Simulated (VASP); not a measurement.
# FeO (C2/m) in VASP: single point with PBE+U

Aim: the single point of FeO with PBE+U.

All numbers are computed with VASP 6.6.1; they aren't measurements. Logs are shortened: lines on timing, memory, paths and dates and some standing lists are left out, and cuts for length are marked.

## (1) The crystal as given

Symmetry: C2/m, No. 12, monoclinic system. Conventional cell: a = 5.223 Å, b = 3.248 Å, c = 3.240 Å, α = 90.00°, β = 127.40°, γ = 90.00°. Around Fe (site symmetry 2/m) lie 6 O at 2.07 to 2.29 Å. O (site symmetry 2/m) has 6 Fe at 2.07 to 2.29 Å as nearest neighbours.

The cell comes from a database or a generator and needn't be the stable form of this composition.

## (2) Single point, PBE+U, collinear spin, typed start

INCAR

```
PREC     = Accurate       # precision mode
ENCUT    = 520            # plane-wave cutoff, eV
EDIFF    = 1E-6           # SCF threshold, eV
ISMEAR   = 0              # smearing method
SIGMA    = 0.02           # smearing width, eV
LREAL    = False          # projectors in reciprocal space
LASPH    = True           # aspherical terms in the spheres
NELM     = 150            # most SCF steps
ALGO     = Normal         # electronic algorithm
ISIF     = 2              # what is computed and relaxed
LWAVE    = False          # write WAVECAR
LCHARG   = False          # write CHGCAR
ISPIN    = 2              # spin polarisation
MAGMOM   = -3.74 3.74 0 0 # initial moments
LORBIT   = 11             # projections on sites
LMAXMIX  = 4              # l up to which the mixer works
LDAU     = True           # DFT+U
LDAUTYPE = 2            
LDAUL    = 2 -1           # shell
LDAUU    = 5.3 0          # U, eV
LDAUJ    = 0 0          
LDAUPRINT= 1            
GGA      = PE             # functional
NBANDS   = 26             # bands
```

KPOINTS

```
regular mesh
0
Gamma
  10 10 6
```

POSCAR

```
FeO
1.0
    2.6529231604     -1.6241342783      0.0247482073
    2.6529231604      1.6241342783      0.0247482073
   -1.3147081794      0.0000000000      5.0547240432
Fe O
2 2
Direct
    0.5000000000      0.5000000000      0.5000000000
    0.0000000000      0.0000000000      0.0000000000
    0.7500000000      0.7500000000      0.2500000000
    0.2500000000      0.2500000000      0.7500000000
```

Potentials or basis: VASP PAW PBE potentials, release 64 (Fe, O).

Run with:

```
cat potpaw_PBE.64/Fe/POTCAR potpaw_PBE.64/O/POTCAR > POTCAR
mpirun -np 1 vasp_std > vasp.out
```

OUTCAR:

```text
PREC = Accurate
   ENCUT = 520
   EDIFF = 1E-6
   ISMEAR = 0
   LREAL = False
   LASPH = True
   NELM = 150
   ISIF = 2
   ISPIN = 2
   LORBIT = 11
   GGA = PE

 ion  position               nearest neighbor table
   1  0.500  0.500  0.500-   3 2.07   4 2.07   4 2.29   4 2.29   3 2.29   3 2.29   2 3.08   2 3.08
                             2 3.08   2 3.08
   2  0.000  0.000  0.000-   3 2.07   4 2.07   3 2.29   3 2.29   4 2.29   4 2.29   1 3.08   1 3.08
                             1 3.08   1 3.08
   3  0.750  0.750  0.250-   1 2.07   2 2.07   1 2.29   1 2.29   2 2.29   2 2.29
   4  0.250  0.250  0.750-   1 2.07   2 2.07   2 2.29   2 2.29   1 2.29   1 2.29

  LATTYP: Found a base centered monoclinic cell.
 ALAT       =     5.3060771833
 B/A-ratio  =     0.6121789119
 C/A-ratio  =     0.9843243168
 COS(beta)  =    -0.2426810879

  Lattice vectors:

 A1 = (   2.6529231604,  -1.6241342783,   0.0247482073)
 A2 = (   2.6529231604,   1.6241342783,   0.0247482073)
 A3 = (  -1.3147081794,   0.0000000000,   5.0547240432)

Analysis of symmetry for initial positions (statically):
=====================================================================
 Subroutine PRICEL returns following result:

  LATTYP: Found a base centered monoclinic cell.
 ALAT       =     5.2229007984
 B/A-ratio  =     0.6219280591
 C/A-ratio  =     0.6202847204
 COS(beta)  =    -0.6073453951
[... 12 lines left out ...]
 Subroutine GETGRP returns: Found  4 space group operations
 (whereof  4 operations were pure point group operations)
 out of a pool of  4 trial point group operations.

The static configuration has the point symmetry C_2h.

Analysis of symmetry for dynamics (positions and initial velocities):
=====================================================================
 Subroutine PRICEL returns following result:

  LATTYP: Found a base centered monoclinic cell.
 ALAT       =     5.2229007984
 B/A-ratio  =     0.6219280591
 C/A-ratio  =     0.6202847204
 COS(beta)  =    -0.6073453951
[... 12 lines left out ...]
 Subroutine GETGRP returns: Found  4 space group operations
 (whereof  4 operations were pure point group operations)
 out of a pool of  4 trial point group operations.

The dynamic configuration has the point symmetry C_2h.

Analysis of structural, dynamic, and magnetic symmetry:
=====================================================================
 Subroutine PRICEL returns following result:

  LATTYP: Found a base centered monoclinic cell.
 ALAT       =     5.2229007984
 B/A-ratio  =     0.6219280591
 C/A-ratio  =     0.6202847204
 COS(beta)  =    -0.6073453951
[... 12 lines left out ...]
 Subroutine GETGRP returns: Found  4 space group operations
 (whereof  4 operations were pure point group operations)
 out of a pool of  4 trial point group operations.

The overall configuration has the point symmetry C_2h.

 Subroutine INISYM returns: Found  4 space group operations
 (whereof  4 operations are pure point group operations),
 and found     2 'primitive' translations

----------------------------------------------------------------------------------------

                                     Primitive cell
[... 150 lines left out ...]
  0.0125  0.9889  0.0000  0.0000 -0.0000
  0.0000  0.0000  0.9703 -0.0038 -0.0006
 -0.0000  0.0000 -0.0038  1.0063 -0.0247
  0.0000 -0.0000 -0.0006 -0.0247  0.9849

 occupancies and eigenvectors

  o =  0.0275  v =  0.0000 -0.0000 -0.7972  0.2988  0.5246  0.0000  0.0000  0.0000  0.0000  0.0000      0.0000  0.0000  0.0000  0.0000  0.0000  0.0000  0.0000  0.0000  0.0000  0.0000
  o =  0.0277  v = -0.7385  0.6742 -0.0000  0.0000  0.0000  0.0000  0.0000  0.0000  0.0000  0.0000      0.0000  0.0000  0.0000  0.0000  0.0000  0.0000  0.0000  0.0000  0.0000  0.0000
  o =  0.0611  v = -0.6742 -0.7385  0.0000 -0.0000 -0.0000  0.0000  0.0000  0.0000  0.0000  0.0000      0.0000  0.0000  0.0000  0.0000  0.0000  0.0000  0.0000  0.0000  0.0000  0.0000
  o =  0.1259  v = -0.0000 -0.0000  0.0498 -0.8335  0.5503  0.0000  0.0000  0.0000  0.0000  0.0000      0.0000  0.0000  0.0000  0.0000  0.0000  0.0000  0.0000  0.0000  0.0000  0.0000
  o =  0.9588  v = -0.0000  0.0000 -0.6016 -0.4649 -0.6496  0.0000  0.0000  0.0000  0.0000  0.0000      0.0000  0.0000  0.0000  0.0000  0.0000  0.0000  0.0000  0.0000  0.0000  0.0000
  o =  0.9667  v =  0.0000  0.0000  0.0000  0.0000  0.0000  0.0000  0.0000 -0.6022 -0.4638 -0.6498      0.0000  0.0000  0.0000  0.0000  0.0000  0.0000  0.0000  0.0000  0.0000  0.0000
  o =  0.9721  v =  0.0000  0.0000  0.0000  0.0000  0.0000  0.0000  0.0000 -0.7965  0.2930  0.5290      0.0000  0.0000  0.0000  0.0000  0.0000  0.0000  0.0000  0.0000  0.0000  0.0000
  o =  0.9721  v =  0.0000  0.0000  0.0000  0.0000  0.0000 -0.8036  0.5952  0.0000 -0.0000  0.0000      0.0000  0.0000  0.0000  0.0000  0.0000  0.0000  0.0000  0.0000  0.0000  0.0000
  o =  0.9981  v =  0.0000  0.0000  0.0000  0.0000  0.0000 -0.5952 -0.8036 -0.0000  0.0000 -0.0000      0.0000  0.0000  0.0000  0.0000  0.0000  0.0000  0.0000  0.0000  0.0000  0.0000
  o =  1.0227  v =  0.0000  0.0000  0.0000  0.0000  0.0000  0.0000 -0.0000  0.0549 -0.8361  0.5458      0.0000  0.0000  0.0000  0.0000  0.0000  0.0000  0.0000  0.0000  0.0000  0.0000

atom =   2  type =  1  l = 2

 onsite density matrix

spin component  1

  0.9813  0.0125  0.0000 -0.0000  0.0000
  0.0125  0.9889  0.0000 -0.0000  0.0000
  0.0000  0.0000  0.9703 -0.0038 -0.0006
 -0.0000 -0.0000 -0.0038  1.0063 -0.0247
  0.0000  0.0000 -0.0006 -0.0247  0.9849

spin component  2

  0.0429  0.0167 -0.0000  0.0000  0.0000
  0.0167  0.0459 -0.0000  0.0000 -0.0000
 -0.0000 -0.0000  0.3648  0.2564  0.3667
  0.0000  0.0000  0.2564  0.2971  0.2361
  0.0000 -0.0000  0.3667  0.2361  0.4503

 occupancies and eigenvectors

  o =  0.0275  v =  0.0000  0.0000  0.0000  0.0000  0.0000  0.0000 -0.0000 -0.7972  0.2988  0.5246      0.0000  0.0000  0.0000  0.0000  0.0000  0.0000  0.0000  0.0000  0.0000  0.0000
  o =  0.0277  v =  0.0000  0.0000  0.0000  0.0000  0.0000 -0.7385  0.6742 -0.0000  0.0000  0.0000      0.0000  0.0000  0.0000  0.0000  0.0000  0.0000  0.0000  0.0000  0.0000  0.0000
  o =  0.0611  v =  0.0000  0.0000  0.0000  0.0000  0.0000 -0.6742 -0.7385  0.0000 -0.0000 -0.0000      0.0000  0.0000  0.0000  0.0000  0.0000  0.0000  0.0000  0.0000  0.0000  0.0000
  o =  0.1259  v =  0.0000  0.0000  0.0000  0.0000  0.0000 -0.0000 -0.0000  0.0498 -0.8335  0.5503      0.0000  0.0000  0.0000  0.0000  0.0000  0.0000  0.0000  0.0000  0.0000  0.0000
  o =  0.9588  v =  0.0000  0.0000  0.0000  0.0000  0.0000 -0.0000  0.0000 -0.6016 -0.4649 -0.6496      0.0000  0.0000  0.0000  0.0000  0.0000  0.0000  0.0000  0.0000  0.0000  0.0000
  o =  0.9667  v =  0.0000 -0.0000  0.6022  0.4638  0.6498  0.0000  0.0000  0.0000  0.0000  0.0000      0.0000  0.0000  0.0000  0.0000  0.0000  0.0000  0.0000  0.0000  0.0000  0.0000
  o =  0.9721  v =  0.0000 -0.0000  0.7965 -0.2930 -0.5290  0.0000  0.0000  0.0000  0.0000  0.0000      0.0000  0.0000  0.0000  0.0000  0.0000  0.0000  0.0000  0.0000  0.0000  0.0000
  o =  0.9721  v = -0.8036  0.5952  0.0000 -0.0000  0.0000  0.0000  0.0000  0.0000  0.0000  0.0000      0.0000  0.0000  0.0000  0.0000  0.0000  0.0000  0.0000  0.0000  0.0000  0.0000
  o =  0.9981  v = -0.5952 -0.8036 -0.0000  0.0000 -0.0000  0.0000  0.0000  0.0000  0.0000  0.0000      0.0000  0.0000  0.0000  0.0000  0.0000  0.0000  0.0000  0.0000  0.0000  0.0000
  o =  1.0227  v =  0.0000 -0.0000  0.0549 -0.8361  0.5458  0.0000  0.0000  0.0000  0.0000  0.0000      0.0000  0.0000  0.0000  0.0000  0.0000  0.0000  0.0000  0.0000  0.0000  0.0000

 number of electron      27.9999991 magnetization      -0.0000000

 Free energy of the ion-electron system (eV)
  ---------------------------------------------------
  ext. energy  EPLUGINS =         0.00000000
  ---------------------------------------------------
  free energy    TOTEN  =       -26.74789759 eV

  energy without entropy =      -26.74789759  energy(sigma->0) =      -26.74789759

 E-fermi :   3.5765     XC(G=0): -11.5759

 val. band max:        3.3840376700   @ k =  -0.2000   0.1000   0.3333
 cond. band min:       5.5253600545   @ k =   0.0000   0.0000   0.0000
 fundamental gap:      2.1413223846
 Fermi energy:         3.5764851346

 spin component 1

 k-point     1 :       0.0000    0.0000    0.0000
  band No.  band energies     occupation
      1     -14.3986      1.00000
      2     -13.3595      1.00000
      3      -2.9260      1.00000
      4      -2.2390      1.00000
      5      -1.7750      1.00000
      6      -0.7798      1.00000
[... 1385 lines left out ...]
     25      18.1337      0.00000
     26      19.9870      0.00000

 [... further k-points ...]

------------------------ aborting loop because EDIFF is reached ----------------------------------------

  FORCE on cell =-STRESS in cart. coord.  units (eV):
  Direction    XX          YY          ZZ          XY          YZ          ZX
  --------------------------------------------------------------------------------------
  -------------------------------------------------------------------------------------
  Total       -1.2527139     -1.0630656     -1.0567387      0.0000000      0.0000000      0.0774066
  in kB      -45.9659213    -39.0071402    -38.7749876      0.0000000      0.0000000      2.8402876
  external PRESSURE =     -41.2493497 kB  Pullay stress =       0.0000000 kB

 VOLUME and BASIS-vectors are now :
 -----------------------------------------------------------------------------
  energy-cutoff  :      520.00
  volume of cell :       43.66
      direct lattice vectors                 reciprocal lattice vectors
     2.652923160 -1.624134278  0.024748207     0.188015158 -0.307856319  0.048901793
     2.652923160  1.624134278  0.024748207     0.188015158  0.307856319  0.048901793
    -1.314708179  0.000000000  5.054724043    -0.001841065  0.000000000  0.197355885

 POSITION                                       TOTAL-FORCE (eV/Angst)
 -----------------------------------------------------------------------------------
      1.99557      0.00000      2.55211         0.000000     -0.000000      0.000000
      0.00000      0.00000      0.00000        -0.000000     -0.000000      0.000000
      3.65071      0.00000      1.30080         0.000000     -0.000000     -0.000000
      0.34043      0.00000      3.80342         0.000000      0.000000     -0.000000
 -----------------------------------------------------------------------------------
    total drift:                                0.000000     -0.000000     -0.000000

  FREE ENERGIE OF THE ION-ELECTRON SYSTEM (eV)
  ---------------------------------------------------
  free  energy   TOTEN  =       -26.7478975932 eV

  energy  without entropy=      -26.7478975932  energy(sigma->0) =      -26.74789759

 total charge

# of ion       s       p       d       tot
------------------------------------------
    1        0.278   0.326   6.110   6.714
    2        0.278   0.326   6.110   6.714
    3        1.552   3.443   0.000   4.995
    4        1.552   3.443   0.000   4.995
--------------------------------------------------
tot          3.660   7.537  12.221  23.418

 magnetization (x)

# of ion       s       p       d       tot
------------------------------------------
    1       -0.020  -0.015  -3.724  -3.759
    2        0.020   0.015   3.724   3.759
    3        0.000   0.000   0.000   0.000
    4        0.000   0.000   0.000   0.000
--------------------------------------------------
tot          0.000   0.000  -0.000  -0.000
```

It took 5.7 min on 1 thread of Intel Xeon 6975P-C (Granite Rapids), shared host; peak memory 0.38 GiB.

Results:

| Quantity | Value |
| --- | --- |
| Free energy | -26.7479 eV |
| Pressure | -4.1 GPa |
| Band gap on the k mesh | 2.14 eV |
| Net moment | 0.00 μB per cell |
| Site moments | Fe -3.76, +3.76; O +0.00 μB |
| Valence electrons inside the program's atomic spheres | Fe 6.71; O 5.00 |

Stress tensor (GPa, compression positive):
```
-4.60  0.00  0.28
 0.00 -3.90  0.00
 0.28  0.00 -3.88
```

Eigenvalues of the final occupation matrices:
| site | spin | trace | eigenvalues |
| --- | --- | --- | --- |
| site 1 d | 1 | 1.20 | 0.03 0.03 0.06 0.13 0.96 |
| site 1 d | 2 | 4.93 | 0.97 0.97 0.97 1.00 1.02 |
| site 2 d | 1 | 4.93 | 0.97 0.97 0.97 1.00 1.02 |
| site 2 d | 2 | 1.20 | 0.03 0.03 0.06 0.13 0.96 |

A k mesh can miss the band edges. The state reached can hang on the start; a lower one may exist.
